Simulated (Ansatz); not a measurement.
# CoSn: enthalpy against pressure

CoSn, P6/mmm, a = 5.297 Å, c = 4.230 Å. The structure is a Materials Project entry; whether it is the stable form wasn't checked. Ansatz: PBE, PAW, 420 eV, Γ-centred 12×12×8 mesh on 6 atoms, Gaussian smearing 0.10 eV; no spin polarisation. Cell and atoms are relaxed at each pressure, and no other structure is tried, so the rows at high pressure may lie past a change of phase. y is the enthalpy over the state at zero pressure; there V0 = 17.129 Å³/atom. The pressures are the targets, met within 0.03 GPa.

| P (GPa) | y (eV/atom) |
| --- | --- |
| -2.0 | -0.2155 |
| 0.0 | 0.0000 |
| 2.0 | 0.2121 |
| 5.0 | 0.5247 |
| 10.0 | 1.0323 |
| 20.0 | ? |
| 40.0 | 3.8319 |

Question: Fit y = c1 P + c2 P² + c3 P³ to the other rows, say what c1 and c2 mean, and predict the missing value.

Answer: Least squares on the rows shown. y = 0.10686 P − 0.00039293 P² + 2.9075×10⁻⁶ P³. Since dH/dP = V, c1 is V0: 0.10686 eV/GPa × 160.2 = 17.119 Å³ against 17.129; c2 = −V0/(2B0) gives B0 = 136 GPa, where a Birch–Murnaghan fit to the volumes of the same runs (not shown) gives 128 GPa: a cubic over this range folds the higher terms into c2. At P = 20.0 the fit asked for gives 2.0033 eV/atom. The run gave 2.0062 eV/atom, so the fit is 0.0029 eV/atom too low, 0.072 % of the span of the series, against an rms of 0.0001 eV/atom on the fitted rows. With a term in P⁴ added, a fit to the same known rows predicts 2.0077 eV/atom, a smaller miss on the other side.

The mesh isn't the same in all rows (12×12×8, 12×12×10).